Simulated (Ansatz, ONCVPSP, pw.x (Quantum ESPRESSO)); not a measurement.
tungsten: does the ONCV potential hold in the solid?

| Item | Value |
| --- | --- |
| Element | W (Z = 74) |
| Generator | ONCVPSP 4.0.1.1 (patched build) |
| Type | optimised norm-conserving Vanderbilt (ONCV) |
| Functional | PBE |
| Relativity | scalar-relativistic |
| Frozen core | [Kr] 4d10 4f14 |
| Valence charge | 14 |
| Reference configuration | 5s2 5p6 5d4 6s2 |
| Partial waves | 5s+6s: rc 2.10 bohr, ncon 4, nbas 8, qcut 6.7 1/bohr, 2 projectors; 5p: rc 1.55 bohr, ncon 3, nbas 6, qcut 10.5 1/bohr, 3 projectors, debl 2.4 Ha; 5d: rc 2.70 bohr, ncon 5, nbas 9, qcut 4.8 1/bohr, 1 projector |
| Local potential | polynomial inside 1.20 bohr (lpopt 3, dvloc0 0 Ha) |
| Core correction | none |

Atomic tests: cutoffs needed: 31 Ha and 37 Ha (the cutoffs (Ha) at which the residual kinetic energy of the hardest occupied pseudo-wave falls to 1 and 0.1 mHa per electron); ghost test: no bound ghost flagged; GHOST(+) flagged for s at 132.7 eV; largest excitation error: -18 meV (all-electron minus pseudo) for 5s2 5p6 5d3 6s0, out of 4 test configurations.

Crystal test: fcc W in pw.x 7.5, no spin, 14³ k-points, Fermi–Dirac smearing 0.01 Ry, cutoffs 90/360 Ry. The reference is all-electron LAPW (Ansatz 0.2.0) with the same functional, mesh and smearing; V0 and B0 come from Birch–Murnaghan fits to the pressures at five volumes. Errors are pseudo minus all-electron; Δ is the rms difference of the E(V) curves that follow from these fits, minima aligned, over ±6 % about the mean V0. Mesh and smearing are coarse, so the numbers serve the comparison and aren't converged zero-temperature values; the lattice is a test structure that the element need not adopt.

```csv
V (Å³/atom),P all-electron (GPa),P pseudo (GPa)
15.654,15.90,13.08
16.066,7.42,4.91
16.478,-0.06,-2.31
16.890,-6.66,-8.67
17.302,-12.47,-14.29
```

All-electron: a0 = 4.039 Å (V0 = 16.47 Å³/atom), B0 = 280.9 GPa.

Pseudopotential: mean pressure error (GPa): -2.28; a0 (Å): 4.028; a0 error (%): -0.27; B0 error (%): -0.3; Δ (meV/atom): 8.3.

At the middle volume, how do free energy and pressure move when the wave cutoff is lowered (ecutrho kept at four times it)?

| cutoff (Ry) | shift of F (meV/atom) | shift of P (GPa) |
| --- | --- | --- |
| 40 | +3545.7 | -97.78 |
| 54 | +624.7 | -30.60 |
| 72 | +33.1 | -2.88 |

The run at the middle volume (104 k-points, 7 iterations) took about 28 s on one core of a shared host (Neoverse-V2, 192 threads, 742 GiB, load 32).
